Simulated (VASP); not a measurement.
Input of a VASP 6.6.1 run:

The input POSCAR:

```
KF
1.0
    3.6599347861      0.0000000000      0.0000000000
   -1.8299673931      3.1695965009      0.0000000000
    0.0000000000      0.0000000000      6.4788135034
K F
2 2
Direct
    0.0000000000      0.0000000000      0.0000000000
    0.0000000000      0.0000000000      0.5000000000
    0.3333333333      0.6666666667      0.2500000000
    0.6666666667      0.3333333333      0.7500000000
```

INCAR.step1

```
SYSTEM = KF
PREC = Accurate
ENCUT = 520
EDIFF = 1E-5
ISMEAR = 0
SIGMA = 0.01
LREAL = .False.
LASPH = .True.
NELM = 80
ALGO = Normal
ISIF = 2
LWAVE = .True.
GGA = PE
NBANDS = 24
```

The input INCAR.step2:

```
SYSTEM = KF
PREC = Accurate
ENCUT = 520
EDIFF = 1E-6
ISMEAR = 0
SIGMA = 0.01
LREAL = .False.
LASPH = .True.
NELM = 80
ALGO = Normal
ISIF = 2
LWAVE = .False.
LCHARG = .True.
GGA = PE
LHFCALC = .True.
HFSCREEN = 0.2079
PRECFOCK = Normal
LELF = .True.
LVHAR = .True.
ISTART = 1
NBANDS = 24
```

The input KPOINTS:

```
Automatic mesh
0
Gamma
  6 6 2
  0 0 0
```

Potentials or basis: VASP PAW PBE potentials, release 64 (K_sv, F).

The run is started by

```bash
$ cat potpaw_PBE.64/K_sv/POTCAR potpaw_PBE.64/F/POTCAR > POTCAR
$ cp INCAR.step1 INCAR
$ mpirun -np 1 vasp_std > vasp.out
$ cp INCAR.step2 INCAR
$ mpirun -np 1 vasp_std > vasp.out
```

Problem. What does it give for the pressure?

Solution. 1.2 GPa.

Problem. What does it give for the band gap on the k mesh?

Solution. 8.19 eV, direct.

Stress tensor (GPa, compression positive):
```
1.15 0.00 0.00
0.00 1.15 0.00
0.00 0.00 1.24
```

Caveat: the k mesh is coarse (spacing up to 0.48 Å⁻¹), so the values aren't converged, least of all with exact exchange; the PAW data sets were made with another functional, which shifts forces and pressure a little.
